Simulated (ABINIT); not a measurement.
Write the native input for ABINIT 10.8.3 (patched build) that does the following.

```yaml
Task: single point
Functional: PBE
Potentials_or_basis: JTH PAW PBE v2.0
Cutoff: 626 eV
k_mesh: 3 × 3 × 2
Occupations: fermi-dirac, width 0.05 eV
Spin: no spin polarisation
Fine-grid_cutoff: 1224.51 eV
Exchange_and_correlation_inside_the_PAW_spheres: full angular mesh (pawxcdev 0, this build's default; the released program takes 1)
```

HfO2:

```
Hf O
1.0
     3.55802    0.00000    0.00000
     0.00000    3.55802    0.00000
     0.00000    0.00000    5.17186
Hf O
2 4
Direct
  0.00000 0.00000 0.00000
  0.50000 0.50000 0.50000
  0.00000 0.50000 0.19721
  0.50000 0.00000 0.30279
  0.50000 0.00000 0.80279
  0.00000 0.50000 0.69721
```

Measurements of this composition are mostly on another form, of space group No. 14.

These files were run (other wordings do the same):

run.abi

```
# Pseudopotentials
pp_dirpath "./"
pseudos "Hf.GGA_PBE-JTH.xml, O.GGA_PBE-JTH.xml"

# Structure
acell 3*1.0 Angstrom
rprim
     3.5580193300     0.0000000000     0.0000000000
     0.0000000000     3.5580193300     0.0000000000
     0.0000000000     0.0000000000     5.1718612100
ntypat 2
znucl 72 8
natom 6
typat 1 1 2 2 2 2
xred
     0.0000000000     0.0000000000     0.0000000000
     0.5000000000     0.5000000000     0.5000000000
     0.0000000000     0.5000000000     0.1972078800
     0.5000000000     0.0000000000     0.3027921200
     0.5000000000     0.0000000000     0.8027921200
     0.0000000000     0.5000000000     0.6972078800

# Plane-wave basis
ecut 23.0
pawecutdg 45.0

# k points
kptopt 1
ngkpt 3 3 2
nshiftk 1
shiftk 0.0 0.0 0.0

# Exchange and correlation
ixc 11

# Bands and occupations
nband 29
occopt 3
tsmear 0.00183747

# SCF cycle
nstep 100
tolvrs 1.0e-9

# Output
iomode 3
prtwf 0
prtden 0
prteig 0
prtebands 0
```

Potentials or basis: JTH PAW PBE v2.0.

Run with:

```sh
$ abinit run.abi > log 2>&1
```

It gave:

```
Pressure                                              : 7.0 GPa
Largest force                                         : 0.128 eV/Å
Band gap on the k mesh                                : 4.76 eV, indirect (least direct gap 4.83 eV)
Valence electrons inside the program's atomic spheres : Hf 9.52, 9.54; O 4.63
```

Caveat: the k mesh is coarse (spacing up to 0.61 Å⁻¹), so the values aren't converged; spin-orbit coupling is left out, which moves the levels of the heavy elements; an odd mesh through Γ misses points on the zone boundary, where band edges often lie.

Run time: 26 s on 1 thread of Arm Neoverse V1, on a shared host, peak memory 0.14 GiB.
